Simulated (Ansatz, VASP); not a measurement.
# Si10HCl (Si(111)-(1x1)-Cl, top site, H below): VASP beside Ansatz

One calculation is typed for both programs; each brings its own data sets. How far apart do they land? Of the first pair: The cell is taken from a series of runs on this material, whose earlier steps may have relaxed, scaled, displaced or heated it; both programs get it as it stands.

Calculated with Ansatz 0.2.0; plane waves, with VASP 6.6.1 beside it; single point at PBE.

### 1. The starting structure

The cell holds 12 atoms: 1 H, 10 Si and 1 Cl. Its edges and angles: a = 3.840 Å, b = 3.840 Å, c = 34.954 Å, α = 90.0°, β = 90.0°, γ = 120.0°. Vacuum lies along c.

As a file:

```xyz
12
Lattice="3.8396 0.0000 0.0000 -1.9198 3.3252 0.0000 0.0000 0.0000 34.9538" Properties=species:S:1:pos:R:3
H     0.0000    0.0000    8.9957
Si    0.0000    0.0000   10.5000
Si    1.9198    1.1084   11.2838
Si    1.9198    1.1084   13.6350
Si    0.0000    2.2168   14.4188
Si    0.0000    2.2168   16.7865
Si    0.0000    0.0000   17.5869
Si    0.0000    0.0000   19.9530
Si    1.9198    1.1084   20.7539
Si    1.9198    1.1084   23.1226
Si    0.0000    2.2168   23.9055
Cl    0.0000    2.2168   25.9803
```

### 2. VASP: single point, PBE, pair 1

With cell and atoms fixed, the geometry can't cause a difference; cores, projectors, grids and the points listed under the comparison can.

Lines of VASP's logs that name or quote its potential files are left out, and so is its time.

File INCAR:

```
SYSTEM = Si10HCl
PREC = Accurate
ENCUT = 400
EDIFF = 1E-06
NELM = 120
ISMEAR = -1
SIGMA = 0.05
LREAL = .FALSE.
ALGO = Normal
GGA = PE
NBANDS = 36
LORBIT = 11
LWAVE = .FALSE.
LCHARG = .FALSE.
ISIF = 2
LDIPOL = .TRUE.
IDIPOL = 3
DIPOL = 0.5 0.5 0.492
LVHAR = .TRUE.
LASPH = .TRUE.
GGA_COMPAT = .FALSE.
EFERMI = MIDGAP
NELMDL = -8
KPAR = 2
```

File POSCAR:

```
Si10HCl
1.0
    3.8395898233      0.0000000000      0.0000000000
   -1.9197949117      3.3251823271      0.0000000000
    0.0000000000      0.0000000000     34.9538008372
H Si Cl
1 10 1
Direct
    0.0000000000      0.0000000000      0.2573587481
    0.0000000000      0.0000000000      0.3003965162
    0.6666666667      0.3333333333      0.3228190560
    0.6666666667      0.3333333333      0.3900866754
    0.3333333333      0.6666666667      0.4125092152
    0.3333333333      0.6666666667      0.4802487375
    0.0000000000      0.0000000000      0.5031478938
    0.0000000000      0.0000000000      0.5708401881
    0.6666666667      0.3333333333      0.5937518939
    0.6666666667      0.3333333333      0.6615202590
    0.3333333333      0.6666666667      0.6839160784
    0.3333333333      0.6666666667      0.7432744330
```

File KPOINTS:

```
Automatic mesh
0
Gamma
12 12 1
0 0 0
```

The projector-augmented-wave data sets are H, Si and Cl (PBE family, release 64).

Started as:

```console
> mpirun -np 2 vasp_std
```

Numbers of over 12 decimals in the logs are rounded to 6 here.

The program printed:

```text
[banner, memory and clock lines left out]
running    2 mpi-ranks, on    1 nodes
 distrk:  each k-point on    1 cores,    2 groups
 distr:  one band on    1 cores,    1 groups

 POSCAR found type information on POSCAR H SiCl
 POSCAR found :  3 types and      12 ions
 LDA part: xc-table for (Slater+PW92), standard interpolation
 POSCAR, INCAR and KPOINTS ok, starting setup
 FFT: planning ... GRIDC
 FFT: planning ... GRID_SOFT
 FFT: planning ... GRID
 WAVECAR not read
 entering main loop
       N       E                     dE             d eps       ncg     rms          rms(c)
DAV:   1     0.197643168996E+03    0.19764E+03   -0.14505E+04  1368   0.828E+02
DAV:   2    -0.387906201923E+02   -0.23643E+03   -0.22392E+03  1916   0.168E+02
DAV:   3    -0.611162191565E+02   -0.22326E+02   -0.21858E+02  1596   0.501E+01
DAV:   4    -0.619392485359E+02   -0.82303E+00   -0.81879E+00  1856   0.116E+01
DAV:   5    -0.619831084956E+02   -0.43860E-01   -0.43843E-01  1964   0.269E+00
DAV:   6    -0.619844506811E+02   -0.13422E-02   -0.13420E-02  2088   0.422E-01
DAV:   7    -0.619844837478E+02   -0.33067E-04   -0.33065E-04  1924   0.619E-02
DAV:   8    -0.619844852691E+02   -0.15213E-05   -0.15213E-05  1832   0.108E-02    0.129E+01
DAV:   9    -0.611081252538E+02    0.87636E+00   -0.49860E-01  1572   0.272E+00    0.780E+00
DAV:  10    -0.607266955084E+02    0.38143E+00   -0.11766E+00  1648   0.395E+00    0.914E-01
DAV:  11    -0.607251285750E+02    0.15669E-02   -0.97107E-02  1712   0.139E+00    0.738E-01
DAV:  12    -0.607265241982E+02   -0.13956E-02   -0.87543E-03  1756   0.394E-01    0.485E-01
DAV:  13    -0.607265070156E+02    0.17183E-04   -0.38952E-03  1660   0.269E-01    0.184E-01
DAV:  14    -0.607261961345E+02    0.31088E-03   -0.22229E-03  1744   0.222E-01    0.205E-01
[...]
DAV:  23    -0.607272193844E+02   -0.19043E-04   -0.84209E-07  1244   0.387E-03    0.271E-03
DAV:  24    -0.607272426960E+02   -0.23312E-04   -0.54602E-07  1232   0.273E-03    0.121E-03
DAV:  25    -0.607272539329E+02   -0.11237E-04   -0.46953E-07  1216   0.229E-03    0.236E-03
DAV:  26    -0.607272603830E+02   -0.64501E-05   -0.21667E-07  1156   0.136E-03    0.863E-04
DAV:  27    -0.607272623768E+02   -0.19939E-05   -0.14748E-07  1108   0.140E-03    0.100E-03
DAV:  28    -0.607272635208E+02   -0.11440E-05   -0.44811E-08  1036   0.892E-04    0.342E-04
DAV:  29    -0.607272646168E+02   -0.10959E-05   -0.35140E-08  1068   0.614E-04    0.617E-04
DAV:  30    -0.607272650440E+02   -0.42723E-06   -0.94596E-09  1012   0.366E-04
   1 F= -.60727265E+02 E0= -.60727257E+02  d E =-.164396E-04
```

Parts of OUTCAR (step 2):

```text
ion  position               nearest neighbor table
   1  0.000  0.000  0.257-   2 1.50
   2  0.000  0.000  0.300-   1 1.50   3 2.35   3 2.35   3 2.35
   3  0.667  0.333  0.323-   4 2.35   2 2.35   2 2.35   2 2.35
   4  0.667  0.333  0.390-   3 2.35   5 2.35   5 2.35   5 2.35
   5  0.333  0.667  0.413-   4 2.35   4 2.35   4 2.35   6 2.37
   6  0.333  0.667  0.480-   7 2.36   7 2.36   7 2.36   5 2.37
   7  0.000  0.000  0.503-   6 2.36   6 2.36   6 2.36   8 2.37
   8  0.000  0.000  0.571-   9 2.36   9 2.36   9 2.36   7 2.37
   9  0.667  0.333  0.594-   8 2.36   8 2.36   8 2.36  10 2.37
  10  0.667  0.333  0.662-  11 2.35  11 2.35  11 2.35   9 2.37
  11  0.333  0.667  0.684-  12 2.07  10 2.35  10 2.35  10 2.35
  12  0.333  0.667  0.743-  11 2.07

  LATTYP: Found a hexagonal cell.
 ALAT       =     3.8395898233
 C/A-ratio  =     9.1035247112

 Subroutine GETGRP returns: Found  6 space group operations
 (whereof  6 operations were pure point group operations)

The static configuration has the point symmetry C_3v.

 Found     19 irreducible k-points:

   k-points           NKPTS =     19   k-points in BZ     NKDIM =     19   number of bands    NBANDS=     36

   dimension x,y,z NGX =    28 NGY =   28 NGZ =  240
   dimension x,y,z NGXF=    56 NGYF=   56 NGZF=  480

   ENCUT  =  400.0 eV  29.40 Ry    5.42 a.u.   6.26  6.26 57.00*2*pi/ulx,y,z

   NELECT =      48.0000    total number of electrons

 k-points in reciprocal lattice and weights: Automatic mesh
   0.00000000  0.00000000  0.00000000       0.007
   0.08333333  0.00000000  0.00000000       0.042
   0.16666667  0.00000000  0.00000000       0.042
   0.25000000  0.00000000  0.00000000       0.042
   0.33333333  0.00000000  0.00000000       0.042
   0.41666667  0.00000000  0.00000000       0.042
   0.50000000  0.00000000  0.00000000       0.021
   0.08333333  0.08333333  0.00000000       0.042
   0.16666667  0.08333333  0.00000000       0.083
[...]
0.33333333  0.25000000  0.00000000       0.083
   0.33333333  0.33333333  0.00000000       0.014

 dipolmoment           0.000000      0.000000      0.075641 electrons x Angstroem

 average (electrostatic) potential at core
       1 -36.3716       2 -88.7948       3 -88.7781       4 -88.8981       5 -88.9016
       6 -88.8774       7 -88.8802       8 -88.8820       9 -88.8951      10 -88.6839
      11 -89.2890      12 -95.4715

 E-fermi :   0.5870

 k-point     1 :       0.0000    0.0000    0.0000
  band No.  band energies     occupation
    ...
     20      -0.3528      2.00000
     21      -0.0346      1.99999
     22      -0.0346      1.99999
     23       0.1988      1.99915
     24       0.1988      1.99915
     25       1.8378      0.00000
     26       1.9620      0.00000
     27       2.1920      0.00000
     28       2.5001      0.00000
     29       2.6780      0.00000
    ...

 k-point     2 :       0.0833    0.0000    0.0000
  band No.  band energies     occupation
    ...
     20      -0.5257      2.00000
     21      -0.4908      2.00000
     22      -0.3310      2.00000
     23      -0.1467      2.00000
     24       0.1001      1.99988
     25       2.2928      0.00000
     26       2.3839      0.00000
     27       2.5588      0.00000
     28       2.6359      0.00000
     29       2.9304      0.00000
    ...

 k-point     3 :       0.1667    0.0000    0.0000
  band No.  band energies     occupation
    ...
     20      -1.2215      2.00000
     21      -0.8211      2.00000
     22      -0.6961      2.00000
     23      -0.4358      2.00000
     24      -0.1636      2.00000
     25       2.0164      0.00000
     26       2.2476      0.00000
     27       2.4560      0.00000
     28       2.7991      0.00000
     29       2.9062      0.00000
    ...

  Total        2.4358541      2.4358541      0.0561298     -0.0000000      0.0000000     -0.0000000
  in kB        8.7451478      8.7451478      0.2015158     -0.0000000      0.0000000     -0.0000000
  external PRESSURE =       5.8972705 kB  Pullay stress =       0.0000000 kB

  energy-cutoff  :      400.00
  volume of cell :      446.27
      direct lattice vectors                 reciprocal lattice vectors
     3.839589823  0.000000000  0.000000000     0.260444487  0.150367694  0.000000000
    -1.919794912  3.325182327  0.000000000     0.000000000  0.300735389  0.000000000
     0.000000000  0.000000000 34.953800837     0.000000000  0.000000000  0.028609192

 POSITION                                       TOTAL-FORCE (eV/Angst)
 -----------------------------------------------------------------------------------
      0.00000      0.00000      8.99567         0.000000     -0.000000      0.005383
      0.00000      0.00000     10.50000         0.000000     -0.000000      0.066686
      1.91979      1.10839     11.28375        -0.000000     -0.000000     -0.181929
      1.91979      1.10839     13.63501         0.000000     -0.000000     -0.024730
     -0.00000      2.21679     14.41876         0.000000     -0.000000      0.138588
     -0.00000      2.21679     16.78652         0.000000     -0.000000      0.000981
      0.00000      0.00000     17.58693         0.000000     -0.000000     -0.000685
      0.00000      0.00000     19.95303         0.000000     -0.000000      0.001585
      1.91979      1.10839     20.75389         0.000000     -0.000000     -0.000294
      1.91979      1.10839     23.12265        -0.000000     -0.000000      0.000990
     -0.00000      2.21679     23.90547         0.000000     -0.000000      0.036264
     -0.00000      2.21679     25.98027        -0.000000      0.000000     -0.042838
 -----------------------------------------------------------------------------------
    total drift:                                0.000000     -0.000000      0.000215

  FREE ENERGIE OF THE ION-ELECTRON SYSTEM (eV)
  ---------------------------------------------------
  free  energy   TOTEN  =       -60.7272650440 eV

  energy  without entropy=      -60.7272486044  energy(sigma->0) =      -60.72725682

 vacuum level on the upper side and lower side of the slab         5.904         4.831

 total charge
# of ion       s       p       d       tot
------------------------------------------
    1        0.559   0.013   0.000   0.571
    2        0.742   0.963   0.000   1.706
    3        0.747   0.954   0.000   1.700
    4        0.749   0.943   0.000   1.693
    5        0.751   0.939   0.000   1.690
    6        0.751   0.936   0.000   1.686
    7        0.751   0.935   0.000   1.686
    8        0.751   0.935   0.000   1.686
    9        0.750   0.934   0.000   1.684
   10        0.754   0.954   0.000   1.708
   11        0.742   0.894   0.000   1.636
   12        1.606   3.520   0.000   5.126
--------------------------------------------------
tot          9.652  12.920   0.000  22.573

[... 3 further parts left out ...]
```

### 3. Ansatz: single point, PBE, pair 1

Ansatz runs on its default PAW (the set named soft_2) files.

The same cell, functional, mesh and smearing now go to Ansatz, which takes its cutoff from its data sets.

File input.yaml:

```yaml
crystal:
  lattice:
    - [3.8395898233, 0.0, 0.0]
    - [-1.9197949117, 3.3251823271, 0.0]
    - [0.0, 0.0, 34.9538008372]
  atoms:
    - { symbol: H, position: [0.0, 0.0, 0.2573587481] }
    - { symbol: Si, position: [0.0, 0.0, 0.3003965162] }
    - { symbol: Si, position: [0.6666666667, 0.3333333333, 0.322819056] }
    - { symbol: Si, position: [0.6666666667, 0.3333333333, 0.3900866754] }
    - { symbol: Si, position: [0.3333333333, 0.6666666667, 0.4125092152] }
    - { symbol: Si, position: [0.3333333333, 0.6666666667, 0.4802487375] }
    - { symbol: Si, position: [0.0, 0.0, 0.5031478938] }
    - { symbol: Si, position: [0.0, 0.0, 0.5708401881] }
    - { symbol: Si, position: [0.6666666667, 0.3333333333, 0.5937518939] }
    - { symbol: Si, position: [0.6666666667, 0.3333333333, 0.661520259] }
    - { symbol: Si, position: [0.3333333333, 0.6666666667, 0.6839160784] }
    - { symbol: Cl, position: [0.3333333333, 0.6666666667, 0.743274433] }
kpoints:
  mp_grid: { grid: [12, 12, 1] }
  band_path:
    path: [[0, 0, 0], [0.5, 0, 0], [0.33333333, 0.33333333, 0], [0, 0, 0]]
    npoints: 24
hamiltonian:
  xc: pbe
scf:
  occupations: { method: fermi_dirac, width: 0.05 }
  convergence: { dr2_threshold: 1.0e-09 }
efield:
  axis: 3
  dipole_correction: true
  ramp_position: 0.97
  ramp_width: 0.06
output:
  fatbands: true
  dos: { projected: true, e_range: [-8, 5] }
  write_potential: true
  write_density: true
  volumetric_format: npy
  elf: true
```

Started as:

```console
> ansatz run input.yaml --threads 2 --pin off --max-ram 3072MiB --backend cpu --events-out ev --progress --plain --runs-dir out
```

The program printed:

```text
Engine: ansatz 0.2.0, x86_64-unknown-linux-gnu
Pseudopotentials: kind: paw
Pseudopotential: H, paw, valence charge 1, recommended cutoff 420 eV (normal), H.paw.azcp
Pseudopotential: Si, paw, valence charge 4, recommended cutoff 420 eV (normal), Si.paw.azcp
Pseudopotential: Cl, paw, valence charge 7, recommended cutoff 420 eV (normal), Cl.paw.azcp
Functional definition: PBE
  parameter kappa = 0.804
  parameter beta = 0.066725
  exchange = pbe_x(kappa = kappa, mu = beta*pi^2/3)
  correlation = pbe_c(beta = beta)
Crystal: 12 atoms, lattice volume = 446.267 Å³
Basis set: ecut = 420 eV, 8709 PW (Γ)
Bands: 36, of which v1, the nominal top of the filled ones, is band 24 counted from 1 (23 counted from 0)
Symmetry: 6 space group operations
Space group: P3m1 (ITA 156), of the structure as read, at distance tolerance 7.6e-5 Å
k-points: 19 of 144 (time reversal used)
Non-local potential: H, projectors of the file, l = 0: 2, l = 1: 1
Non-local potential: Si, projectors of the file, l = 0: 2, l = 1: 2, l = 2: 2
Non-local potential: Cl, projectors of the file, l = 0: 2, l = 1: 2, l = 2: 2
PAW form: soft (Blöchl's): semilocal exchange-correlation on the pseudo side does not see the compensation charge
PAW one-centre angular grid: H, 110 points (default); XC on 64 Gauss nodes
PAW one-centre angular grid: Si, 110 points (default); XC on 64 Gauss nodes
PAW one-centre angular grid: Cl, 110 points (default); XC on 64 Gauss nodes
Initial density: superposition of atomic densities (neutral atoms: chi_scale 0, normalization atom), corrected by the library's trained network
Initial wavefunctions: pseudopotential atomic-orbital guess
Functional: x = pbe(κ = 0.804, μ = 0.219515), c = pbe(β = 0.066725)
SCF iter   1: F=—  HF=-7454.739995 eV  |F-HF|=—  |Δ(HF+E_count)|=         —  Δρ=1.47e-3  dr2=9.29e-2  ethr=1.77e-3  p=-0.103 e·Å  D=-4.16e-2 V/Å  ΔV_dip=1.45 eV  dr2_dipole=7.75e-3  V_vac-E_F(+/−)=5.23/3.77 eV  ⟨swp⟩=10.9  Hψ=4617  notcnv=0  defer=4
efield: sawtooth ramp at fractional position 0.9700 (set: `efield.ramp_position`, or a place that a band, a saddle search or an elastic batch's reference lends), width 0.0600; the density the first Hamiltonian is built on has a dipole p = -0.103 e·Å; the dipole correction subtracts the counter field D = -4.16e-2 V/Å, which shifts the + side's vacuum level by +1.45 eV against the − side's; the planar-averaged density in the ramp window peaks in size at 5.5e-6 e/Å³
preconditioner: auto → Resta (q_TF=auto, 1.881 Å⁻¹)  ε∞=3.1  [insulator: Δε(μ)=0.825 eV  Ē_g=8.425 eV  σ=0.050 eV  W_gap=1.00  n_scr=20 (ndim 8)  ℏωp=12.2 eV  f_vac=0.448  D(μ)=0.00/eV (n_scr^D=0)  ε∞_Penn≈3.1  vacuum switching on, ρ_ref=5.1e-3 e/Å³]
SCF iter   2: F=—  HF=-7454.730245 eV  |F-HF|=—  |Δ(HF+E_count)|=   9.75e-3  Δρ=7.68e-4  dr2=2.12e-2  ethr=1.94e-4  p=-0.070 e·Å  D=-2.84e-2 V/Å  ΔV_dip=0.99 eV  dr2_dipole=2.80e-3  V_vac-E_F(+/−)=5.35/4.36 eV  ⟨swp⟩=3.2  Hψ=1106  notcnv=0  defer=86
SCF iter   3: F=—  HF=-7454.728198 eV  |F-HF|=—  |Δ(HF+E_count)|=   2.05e-3  Δρ=3.96e-4  dr2=1.15e-3  ethr=4.42e-5  p=-0.083 e·Å  D=-3.37e-2 V/Å  ΔV_dip=1.18 eV  dr2_dipole=3.37e-4  V_vac-E_F(+/−)=5.35/4.17 eV  ⟨swp⟩=2.1  Hψ=823  notcnv=0  defer=86
SCF iter   4: F=—  HF=-7454.728478 eV  |F-HF|=—  |Δ(HF+E_count)|=   2.79e-4  Δρ=1.94e-4  dr2=6.17e-4  ethr=2.40e-6  p=-0.077 e·Å  D=-3.11e-2 V/Å  ΔV_dip=1.09 eV  dr2_dipole=1.32e-4  V_vac-E_F(+/−)=5.32/4.23 eV  ⟨swp⟩=2.2  Hψ=988  notcnv=0  defer=86
SCF iter   5: F=—  HF=-7454.728563 eV  |F-HF|=—  |Δ(HF+E_count)|=   8.52e-5  Δρ=7.85e-5  dr2=9.06e-5  ethr=1.29e-6  p=-0.079 e·Å  D=-3.20e-2 V/Å  ΔV_dip=1.12 eV  dr2_dipole=3.64e-5  V_vac-E_F(+/−)=5.35/4.23 eV  ⟨swp⟩=2.3  Hψ=786  notcnv=0  defer=86
SCF iter   6: F=—  HF=-7454.728587 eV  |F-HF|=—  |Δ(HF+E_count)|=   2.41e-5  Δρ=3.18e-5  dr2=6.48e-6  ethr=1.89e-7  p=-0.077 e·Å  D=-3.14e-2 V/Å  ΔV_dip=1.10 eV  dr2_dipole=1.67e-8  V_vac-E_F(+/−)=5.34/4.24 eV  ⟨swp⟩=2.7  Hψ=1008  notcnv=0  defer=86
SCF iter   7: F=—  HF=-7454.728599 eV  |F-HF|=—  |Δ(HF+E_count)|=   1.15e-5  Δρ=1.13e-5  dr2=1.84e-6  ethr=1.35e-8  p=-0.077 e·Å  D=-3.13e-2 V/Å  ΔV_dip=1.09 eV  dr2_dipole=1.67e-7  V_vac-E_F(+/−)=5.34/4.24 eV  ⟨swp⟩=2.2  Hψ=962  notcnv=0  defer=86
SCF iter   8: F=—  HF=-7454.728637 eV  |F-HF|=—  |Δ(HF+E_count)|=   3.83e-5  Δρ=3.74e-6  dr2=8.31e-8  ethr=3.84e-9  p=-0.077 e·Å  D=-3.12e-2 V/Å  ΔV_dip=1.09 eV  dr2_dipole=3.99e-10  V_vac-E_F(+/−)=5.33/4.24 eV  ⟨swp⟩=2.3  Hψ=948  notcnv=0  defer=86
SCF iter   9: F=—  HF=-7454.728637 eV  |F-HF|=—  |Δ(HF+E_count)|=   4.86e-8  Δρ=1.31e-6  dr2=9.12e-9  ethr=1.73e-10  p=-0.077 e·Å  D=-3.12e-2 V/Å  ΔV_dip=1.09 eV  dr2_dipole=2.36e-10  V_vac-E_F(+/−)=5.33/4.24 eV  ⟨swp⟩=2.2  Hψ=1012  notcnv=0  defer=86
SCF iter  10: F=—  HF=-7454.728637 eV  |F-HF|=—  |Δ(HF+E_count)|=   6.17e-9  Δρ=3.77e-7  dr2=1.65e-9  ethr=1.90e-11  p=-0.077 e·Å  D=-3.12e-2 V/Å  ΔV_dip=1.09 eV  dr2_dipole=3.45e-11  V_vac-E_F(+/−)=5.33/4.24 eV  ⟨swp⟩=2.2  Hψ=973  notcnv=0  defer=86
SCF iter  11: F=-7454.728637 eV  HF=-7454.728637 eV  |F-HF|=4.91e-11  |Δ(HF+E_count)|=  1.69e-10  Δρ=1.13e-7  dr2=1.62e-10  ethr=2.08e-12  p=-0.077 e·Å  D=-3.12e-2 V/Å  ΔV_dip=1.09 eV  dr2_dipole=1.08e-11  V_vac-E_F(+/−)=5.33/4.24 eV  ⟨swp⟩=12.9  Hψ=2570  notcnv=0
SCF 1 converged in 11 iterations: F = -7454.728637 eV  dr2 = 1.62e-10
  greatest PAW one-centre occupation: 0.911 electrons in one spin orbital (limit 2), on the Cl atom at site 11 (counted from 0), in its partial waves of l = 0
NSCF: frozen V_eff on 73 k-points
efield: sawtooth ramp at fractional position 0.9700 (kept from the solve that this one continues, or follows in the run), width 0.0600; the density the first Hamiltonian is built on has a dipole p = -0.077 e·Å; the dipole correction subtracts the counter field D = -3.12e-2 V/Å, which shifts the + side's vacuum level by +1.09 eV against the − side's; the planar-averaged density in the ramp window peaks in size at 8.7e-7 e/Å³
WARN: The output density's exchange-correlation potential varies sharply where the density is thin. Do not read a vacuum level from v_tot or v_xc, or from such a field of the output density. On a cell that repeats whose density bears no net charge and no dipole along the vacuum's axis use v_es (v_loc + v_h of the components); under efield.dipole_correction with no amplitude use v_es + v_field, which holds any externa [...]
SCF converged after 11 iterations
Free energy (F): -7454.728637 eV
Harris-Foulkes:  -7454.728637 eV  (|F-HF|=4.91e-11)
Internal energy: -7454.728620 eV  (E = F + TS)
E sigma→0 (E₀):  -7454.728628 eV
Entropy (-TS):   -0.000017 eV (-0.001 meV/atom)
Fermi energy:    0.826764 eV
Dipole field:    D = -0.031228 V/Å  (p = -0.077016 e·Å, saw-weighted, corrected)
Work function:   Φ+ = 5.3348 eV   Φ− = 4.2433 eV
Levels:          The Fermi level and band energies are counted from a zero that moves with the ramp; work functions are not
--- Per-component energies (eV) ---
  E_band       = -233.789899
  E_kinetic    = 577.633283
  E_local      = -21751.141794  (includes V_loc(G=0)·N_el)
  E_nonlocal   = 289.474144
  E_hartree    = 10635.582790
  E_xc         = -667.147140
  E_vxc        = -599.837777  (∫ρ·V_xc dr)
  E_paw        = -5787.721436  (= ΣΔE_a)
  E_vpaw       = -22.327153  (= ΣTr[D̂ρ^β])
  E_aug_tail   = -0.001071  (compensation charges beyond the density's cutoff)
  E_efield     = 0.001203  (sawtooth field / dipole correction)
  E_vefield    = 1.243738  (∫n·V_field dr)
  E_ewald      = 9248.591402
  E_smearing   = -0.000017  (= −TS)
  E_closure    = 0.000000  (closes the sum)
  Σ components = -7454.728637   (vs F -7454.728637, Δ=0.00e0)
--- Band table (eV; the first three rows and the last of 19) ---
  k-point 0: bands = [... 20 lower, 0.2067, 0.2067, 0.4400, 0.4400, 2.0737, 2.1987, 2.4281, 2.7358, ... 8 higher]
  k-point 1: bands = [... 20 lower, -0.2502, -0.0900, 0.0944, 0.3412, 2.5293, 2.6201, 2.7949, 2.8726, ... 8 higher]
  k-point 2: bands = [... 20 lower, -0.5807, -0.4559, -0.1949, 0.0773, 2.2529, 2.4846, 2.6930, 3.0351, ... 8 higher]
  k-point 18: bands = [... 20 lower, -2.0322, -1.9510, -1.7805, -1.4870, 2.2189, 2.4501, 2.5692, 3.1692, ... 8 higher]
```

(Part 1 of 2 ends here.)

[Lines on the potential files, build, host, timing and source positions are cut from VASP's logs without a mark.]

[Logs are printed without paths, hosts, clocks, repeated set-up lines and the standing remarks that a program may print on its own settings, such as how far it seeks lower states.]

[Hosts, paths, dates, database ids (printed as entryN), source tags and the programs' standing remarks are cut or masked in the printed files.]
